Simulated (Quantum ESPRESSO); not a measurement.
Runs of Quantum ESPRESSO 7.5 on SnTe. The structure is cubic, space group Fm-3m (No. 225). The conventional cell has a = 6.302 Å, b = 6.302 Å, c = 6.302 Å, α = 90.00°, β = 90.00°, γ = 90.00°. Around Te (site symmetry m-3m) lie 6 Sn at 3.15 Å. Sn (site symmetry m-3m) has 6 Te at 3.15 Å as nearest neighbours. 

```csv
level,potentials or basis,spin,k mesh,smearing,k mesh of the self-consistent run,mesh quality,gap on the mesh (eV)
PBEsol,PseudoDojo 0.4.1 SR PBEsol standard,off,10 × 10 × 10,fermi-dirac 0.05 eV,10 × 10 × 10,not flagged,0.14
PBE,PseudoDojo 0.4 FR PBE standard,"non-collinear, zero start, SOC",4 × 4 × 4,fixed,8 × 8 × 8,coarse,(a)
PBE,PseudoDojo 0.4.1 SR PBE standard,off,10 × 10 × 10,fermi-dirac 0.05 eV,10 × 10 × 10,not flagged,0.10
PBE,PseudoDojo 0.4.1 SR PBE standard,off,4 × 4 × 4,fermi-dirac 0.05 eV,8 × 8 × 8,coarse,0.10
```

Alike in all rows: task single point; cell as given; cutoff (eV) 1088.

Q: Estimate the missing entries.

A: (a) 0.27.

Caveats: some runs use coarse meshes; spin-orbit coupling is left out, which moves the levels of the heavy elements (some runs).

A k mesh can miss the band edges, and rows without SOC leave out spin-orbit coupling on Sn, Te.
